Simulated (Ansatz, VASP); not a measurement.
# In2O3: VASP beside Ansatz, part 2 of 2

Aim: how closely do two programs agree when they are given the same cell, functional and k mesh? The cell is taken from a series of runs on this material, whose earlier steps may have relaxed, scaled, displaced or heated it; both programs get it as it stands.

VASP 6.6.1 and Ansatz 0.2.0.

So far. Step 2 (VASP: single point, HSE06): The run ends at a pressure of -12.04 GPa, with forces up to 0.087 eV/Å.

### 3. Ansatz: single point, HSE06

Level of this step: Ansatz beside VASP: Kohn-Sham DFT, plane waves, HSE06 (Ansatz).

Ansatz runs on its PAW soft_1 files.

The same cell, functional and mesh now go to Ansatz, which takes its cutoff from its data sets.

input.yaml reads:

```yaml
crystal:
  lattice:
    - [2.825805, 1.6314792774, 4.9817666667]
    - [-2.825805, 1.6314792774, 4.9817666667]
    - [0.0, -3.2629585548, 4.9817666667]
  atoms:
    - { symbol: In, position: [0.3559016003, 0.3559016003, 0.3559016003] }
    - { symbol: In, position: [0.1440983997, 0.1440983997, 0.1440983997] }
    - { symbol: In, position: [0.6440983997, 0.6440983997, 0.6440983997] }
    - { symbol: In, position: [0.8559016003, 0.8559016003, 0.8559016003] }
    - { symbol: O, position: [0.5462500055, 0.9537499945, 0.25] }
    - { symbol: O, position: [0.25, 0.5462500055, 0.9537499945] }
    - { symbol: O, position: [0.9537499945, 0.25, 0.5462500055] }
    - { symbol: O, position: [0.4537499945, 0.0462500055, 0.75] }
    - { symbol: O, position: [0.75, 0.4537499945, 0.0462500055] }
    - { symbol: O, position: [0.0462500055, 0.75, 0.4537499945] }
kpoints:
  mp_grid: { grid: [4, 4, 4] }
  band_path:
    path:
      - [0.0, 0.0, 0.0]
      - [0.5, 0.5, 0.5]
      - [0.76183349, 0.23816651, 0.5]
      - [0.5, -0.23816651, 0.23816651]
      - [0.5, 0.0, 0.0]
      - [0.36908326, -0.36908326, 0.0]
      - [0.63091674, 0.0, 0.36908326]
      - [0.5, 0.0, 0.5]
      - [0.3, 0.0, 0.0]
    npoints: 1
hamiltonian:
  xc: hse06
  pseudopotentials: { kind: paw, azcp: { folder: soft_1 } }
scf:
  occupations: { method: fixed }
  n_extra_bands: 7
output:
  eigenvalues: true
  write_density: true
  write_potential: true
  elf: true
  volumetric_format: npy
```

The run is started by

```bash
$ ansatz run input.yaml --threads 4 --pin off --max-ram 138240MiB --backend cuda --events-out ev --progress --plain --runs-dir out --devices 1 --max-vram 26GiB
```

Numbers of over 12 decimals in the logs are rounded to 6 here.

Output:

```text
scf.n_extra_bands = 7 over 44 filled bands (N_el = 88.0): the run solves 51 bands
GPUs: using 1 of 1 available (devices: 1).
Engine: ansatz 0.2.0, x86_64-unknown-linux-gnu
Pseudopotentials: kind: paw
Pseudopotential: In, paw, valence charge 13, recommended cutoff 420 eV (normal), soft_1/In.paw.azcp
Pseudopotential: O, paw, valence charge 6, recommended cutoff 420 eV (normal), soft_1/O.paw.azcp
Functional definition: HSE06
  parameter a = 0.25
  parameter omega = 0.11/bohr
  exchange = pbe_x - a*pbe_x_sr(omega) + a*exact_x_sr(omega)
  correlation = pbe_c
davidson cushion auto → on  (no smearing: the cushion is to keep the highest requested band from converging to the state above it; pin scf.eigensolver.cushion to override)
device memory: the entry about to start is reckoned to put 3.5 GiB on a device that reports 61.0 GiB free (of which the cap on the GPU budget leaves the run 26.0 GiB)
GPU FFT provider: cuFFT
GPU libraries: cuBLAS 13.8.2, cuFFT 12.4.0, cuSOLVER 12.3.4
Crystal: 10 atoms, lattice volume = 137.803 Å³
Basis set: ecut = 420 eV, 2699 PW (Γ)
Bands: 51, of which v1, the nominal top of the filled ones, is band 44 counted from 1 (43 counted from 0)
Symmetry: 12 space group operations
Space group: R-3c (ITA 167), of the structure as read, at distance tolerance 5.2e-5 Å
k-points: 13 of 64
Non-local potential: In, projectors of the file, l = 0: 2, l = 1: 2, l = 2: 2, l = 3: 1
Non-local potential: O, projectors of the file, l = 0: 2, l = 1: 2, l = 2: 1
PAW form: soft (Blöchl's): semilocal exchange-correlation on the pseudo side does not see the compensation charge
PAW frozen core: In, regenerated for the run's functional, and the local potential with it (the file was generated under x = pbe(κ = 0.804, μ = 0.219515), c = pbe(β = 0.066725))
PAW frozen core: O, regenerated for the run's functional, and the local potential with it (the file was generated under x = pbe(κ = 0.804, μ = 0.219515), c = pbe(β = 0.066725))
PAW one-centre angular grid: In, 590 points (default); XC on 64 Gauss nodes
PAW one-centre angular grid: O, 110 points (default); XC on 96 Gauss nodes
Initial density: superposition of atomic densities (chi_scale 0.1, normalization cell, long waves kept (reshape's long-wave potential 0.00 eV rms))
Initial wavefunctions: pseudopotential atomic-orbital guess
GPU buffer pool allocated for 64000 grid points (all kernels)
GPU transforms: local potential and band sums: pruned to the plane-wave sphere, on 40×40×40
Functional: x = pbe(κ = 0.804, μ = 0.219515), c = pbe(β = 0.066725), warm-up for x = pbe(κ = 0.804, μ = 0.219515) + 0.25 (exact − pbe) at short range (hse, ω = 0.207870 Å⁻¹), c = pbe(β = 0.066725); HSE06 as pw.x's `hse` composes it (authors' and Libxc's form: `xc: wpbeh`)
SCF iter   1: F=—  HF=-25797.423730 eV  |F-HF|=—  |Δ(HF+E_count)|=         —  Δρ=6.46e-2  dr2=3.77e0  ethr=1.00e-1  ⟨swp⟩=4.0  Hψ=2004  notcnv=0
preconditioner: auto → none  [insulator: Δε(μ)=0.801 eV  Ē_g=15.245 eV  n_scr=34 (ndim 8)  ℏωp=29.7 eV  f_vac=0.000]
iter 2 solved again at ethr=3.43e-4 eV; its pass at ethr=4.28e-3 eV (dr2=3.02e-1 eV) is discarded
SCF iter   2: F=—  HF=-25796.700558 eV  |F-HF|=—  |Δ(HF+E_count)|=   7.23e-1  Δρ=2.15e-2  dr2=3.02e-1  ethr=3.43e-4  ⟨swp⟩=3.2  Hψ=3391  notcnv=0
SCF iter   3: F=—  HF=-25796.691832 eV  |F-HF|=—  |Δ(HF+E_count)|=   8.73e-3  Δρ=6.36e-3  dr2=4.61e-2  ethr=3.43e-4  ⟨swp⟩=2.0  Hψ=1469  notcnv=0
SCF iter   4: F=—  HF=-25796.698918 eV  |F-HF|=—  |Δ(HF+E_count)|=   7.09e-3  Δρ=4.59e-3  dr2=2.38e-2  ethr=5.24e-5  ⟨swp⟩=4.0  Hψ=1923  notcnv=0
SCF iter   5: F=—  HF=-25796.692682 eV  |F-HF|=—  |Δ(HF+E_count)|=   6.24e-3  Δρ=4.86e-4  dr2=1.11e-4  ethr=2.70e-5  ⟨swp⟩=3.0  Hψ=1650  notcnv=0
SCF iter   6: F=-25796.692887 eV  HF=-25796.692883 eV  |F-HF|=3.73e-6  |Δ(HF+E_count)|=   2.01e-4  Δρ=9.76e-5  dr2=6.31e-6  ethr=1.26e-7  ⟨swp⟩=5.3  Hψ=2367  notcnv=0
SCF 1 stopped early in 6 iterations: F = -25796.692887 eV  dr2 = 6.31e-6
  greatest PAW one-centre occupation: 0.989 electrons in one spin orbital (limit 2), on the In atom at site 3 (counted from 0), in its partial waves of l = 2
device memory: the entry about to start is reckoned to put 4.1 GiB (of the 4.2 GiB reckoned in all, the device holds 0.1 GiB already) on a device that reports 60.5 GiB free (of which the cap on the GPU budget leaves the run 26.0 GiB)
GPU FFT provider: cuFFT
GPU libraries: cuBLAS 13.8.2, cuFFT 12.4.0, cuSOLVER 12.3.4
Initial density: handed on by an earlier stage of this run
Initial wavefunctions: those handed on with the density
GPU buffer pool allocated for 64000 grid points (all kernels)
GPU transforms: local potential and band sums: pruned to the plane-wave sphere, on 40×40×40
Functional: x = pbe(κ = 0.804, μ = 0.219515) + 0.25 (exact − pbe) at short range (hse, ω = 0.207870 Å⁻¹), c = pbe(β = 0.066725); HSE06 as pw.x's `hse` composes it (authors' and Libxc's form: `xc: wpbeh`)
Exchange kernel: α = 0.2500, screened, ω = 0.2079 Å⁻¹, Wigner–Seitz truncation, v(0) = 1046.4220 eV·Å³, q-mesh 4×4×4, nearest image of the exchange supercell L = 22.61 Å, pair-density grid 24×24×24, without the augmentation charges, whose exchange is taken in its separable form by FFT convolution over the k-point mesh (sized by the pseudopotential files, 32×32×36 at the most), smooth part of the exact exchange by density-matrix convolution in up to 3.33 GiB of GPU memory as planned if the GPU has room (build and FFT work areas not counted)
Frozen-core exchange: fock
SCF iter   1: F=—  HF=-25810.814781 eV  |F-HF|=—  |Δ(HF+E_count)|=         —  Δρ=1.01e-2  dr2=1.32e-1  ethr=7.17e-8  ⟨swp⟩=10.5  Hψ=4810  notcnv=0
preconditioner: auto → none  [insulator: Δε(μ)=2.159 eV  Ē_g=17.190 eV  n_scr=34 (ndim 8)  ℏωp=29.7 eV  f_vac=0.030]
SCF iter   2: F=—  HF=-25810.779493 eV  |F-HF|=—  |Δ(HF+E_count)|=   3.53e-2  Δρ=4.76e-3  dr2=1.98e-2  ethr=7.17e-8  ⟨swp⟩=7.3  Hψ=3580  notcnv=0
SCF iter   3: F=—  HF=-25810.825849 eV  |F-HF|=—  |Δ(HF+E_count)|=   4.64e-2  Δρ=2.51e-3  dr2=6.58e-3  ethr=7.17e-8  ⟨swp⟩=6.3  Hψ=3119  notcnv=0  defer=1
SCF iter   4: F=—  HF=-25810.823476 eV  |F-HF|=—  |Δ(HF+E_count)|=   2.37e-3  Δρ=7.05e-4  dr2=8.33e-4  ethr=7.17e-8  ⟨swp⟩=4.2  Hψ=2478  notcnv=0
SCF iter   5: F=—  HF=-25810.824942 eV  |F-HF|=—  |Δ(HF+E_count)|=   1.47e-3  Δρ=6.95e-4  dr2=6.76e-4  ethr=7.17e-8  ⟨swp⟩=4.5  Hψ=2387  notcnv=0  defer=1
SCF iter   6: F=-25810.824758 eV  HF=-25810.824758 eV  |F-HF|=2.64e-7  |Δ(HF+E_count)|=   1.84e-4  Δρ=2.91e-5  dr2=1.48e-6  ethr=7.17e-8  ⟨swp⟩=4.1  Hψ=2196  notcnv=0
SCF 2 stopped early in 6 iterations: F = -25810.824758 eV  dr2 = 1.48e-6
  greatest PAW one-centre occupation: 0.990 electrons in one spin orbital (limit 2), on the In atom at site 3 (counted from 0), in its partial waves of l = 2
hybrid outer 1: dexx = +5.622e-2 eV, tail = 8.96e-5 eV
GPU FFT provider: cuFFT
GPU libraries: cuBLAS 13.8.2, cuFFT 12.4.0, cuSOLVER 12.3.4
GPU buffer pool allocated for 64000 grid points (all kernels)
GPU transforms: local potential and band sums: pruned to the plane-wave sphere, on 40×40×40
Exchange kernel: α = 0.2500, screened, ω = 0.2079 Å⁻¹, Wigner–Seitz truncation, v(0) = 1046.4220 eV·Å³, q-mesh 4×4×4, nearest image of the exchange supercell L = 22.61 Å, pair-density grid 24×24×24, without the augmentation charges, whose exchange is taken in its separable form by FFT convolution over the k-point mesh (sized by the pseudopotential files, 32×32×36 at the most), smooth part of the exact exchange by density-matrix convolution in up to 3.33 GiB of GPU memory as planned if the GPU has room (build and FFT work areas not counted)
Frozen-core exchange: fock
SCF iter   1: F=—  HF=-25810.823441 eV  |F-HF|=—  |Δ(HF+E_count)|=         —  Δρ=5.91e-5  dr2=3.65e-6  ethr=5.09e-7  ⟨swp⟩=3.2  Hψ=1521  notcnv=0
preconditioner: auto → none  [insulator: Δε(μ)=2.171 eV  Ē_g=17.215 eV  n_scr=34 (ndim 8)  ℏωp=29.7 eV  f_vac=0.033]
iter 2 solved again at ethr=2.53e-10 eV; its pass at ethr=3.21e-9 eV (dr2=2.23e-7 eV) is discarded
SCF iter   2: F=—  HF=-25810.823442 eV  |F-HF|=—  |Δ(HF+E_count)|=   1.71e-6  Δρ=2.01e-5  dr2=3.85e-7  ethr=2.53e-10  ⟨swp⟩=2.1  Hψ=3961  notcnv=0
SCF iter   3: F=-25810.823444 eV  HF=-25810.823444 eV  |F-HF|=1.90e-8  |Δ(HF+E_count)|=   1.34e-6  Δρ=7.79e-6  dr2=4.18e-8  ethr=2.53e-10  ⟨swp⟩=5.8  Hψ=2297  notcnv=0  defer=4
SCF 3 converged in 3 iterations: F = -25810.823444 eV  dr2 = 4.18e-8
  greatest PAW one-centre occupation: 0.990 electrons in one spin orbital (limit 2), on the In atom at site 2 (counted from 0), in its partial waves of l = 2
hybrid outer 2: dexx = +1.319e-6 eV, tail = 1.24e-7 eV, Δε = 3.06e-3 eV (about 1.41e-4 eV left of the loop's levels)
device memory: the entry about to start is reckoned to put 1.0 GiB on a device that reports 59.4 GiB free (of which the cap on the GPU budget leaves the run 26.0 GiB)
NSCF: frozen V_eff on 9 k-points
hybrid SCF converged: 2 outer / 9 inner (+6 warm-up), last move |dexx| = 1.32e-6 eV, tail = 1.24e-7 eV
Stability not checked: this state was not tested for a lower state beside it, because the functional holds exact exchange (a hybrid, or Hartree-Fock), whose exchange loop this test does not read (fock_operator; see scf.lower_state_search)
Free energy (F): -25810.823443 eV
Frozen-core exchange: fock
Harris-Foulkes:  -25810.823443 eV  (|F-HF|=1.90e-8)
Internal energy: -25810.823443 eV  (E = F + TS)
E sigma→0 (E₀):  -25810.823443 eV
Fermi energy:    6.630374 eV
--- Per-component energies (eV) ---
  E_band       = -229.703614
  E_kinetic    = 1885.728623
  E_local      = -5902.558299  (includes V_loc(G=0)·N_el)
  E_nonlocal   = 1619.708458
  E_hartree    = 2314.207500
  E_xc         = -791.679682
  E_vxc        = -711.127656  (∫ρ·V_xc dr)
  E_exx        = -245.576457  (= α·E_x^exact, valence–valence)
  E_paw        = -17801.719417  (= ΣΔE_a)
  E_vpaw       = -1258.731908  (= ΣTr[D̂ρ^β])
  E_aug_tail   = 0.005195  (compensation charges beyond the density's cutoff)
  E_ewald      = -6890.824315
  E_core_change = 1.884951  (= ΣΔE_core)
  E_smearing   = -0.000000  (= −TS)
  E_closure    = -0.000000  (closes the sum)
  Σ components = -25810.823443   (vs F -25810.823443, Δ=3.64e-12)
--- Band table (eV; the first three rows and the last of 13) ---
  k-point 0: bands = [... 40 lower, 6.4304, 6.4304, 6.5873, 6.5873, 8.8014, 13.4295, 13.9450, 15.1747, ... 3 higher]
  k-point 1: bands = [... 40 lower, 6.2315, 6.2701, 6.4914, 6.6298, 10.3684, 13.6792, 13.8599, 14.5188, ... 3 higher]
  k-point 2: bands = [... 40 lower, 5.9687, 5.9687, 6.5746, 6.5746, 12.6042, 12.6042, 13.6300, 13.6300, ... 3 higher]
  k-point 12: bands = [... 40 lower, 6.4625, 6.4625, 6.4625, 6.4625, 12.0348, 12.0348, 14.8955, 14.8955, ... 3 higher]
```

### 4. Side by side

Known differences besides the potentials themselves: exact exchange at q = 0 is treated differently, which shows on coarse meshes; VASP keeps PBE cores, Ansatz makes them for the functional; fixed occupations in Ansatz, narrow Gaussian smearing in VASP; the cutoff is 420 eV in Ansatz and 520 eV in VASP; VASP takes a coarser grid for exact exchange (PRECFOCK = Fast). Total energies have different zeros and are not compared.

The two programs side by side:

| quantity | Ansatz | VASP | difference |
| --- | --- | --- | --- |
| gap on the k mesh (eV) | 2.171 | 2.161 | +0.010 |

A gap on the mesh is an upper bound, since the band edges may lie between its points.

### 5. Outcome

| Quantity | Value |
| --- | --- |
| difference in gap on the k mesh (single point, HSE06) | 0.0100 eV |

The difference in gap on the k mesh is 0.0100 eV (single point, HSE06), within the 0.08 eV picked in this series as the mark of a large difference. How closely two codes agree says nothing of how well the functional describes the real material.

[Lines on the potential files, build, host, timing and source positions are cut from VASP's logs without a mark.]

[Logs are printed without paths, hosts, clocks, repeated set-up lines and the standing remarks that a program may print on its own settings, such as how far it seeks lower states.]

[Hosts, paths, dates, database ids (printed as entryN), source tags and the programs' standing remarks are cut or masked in the printed files.]
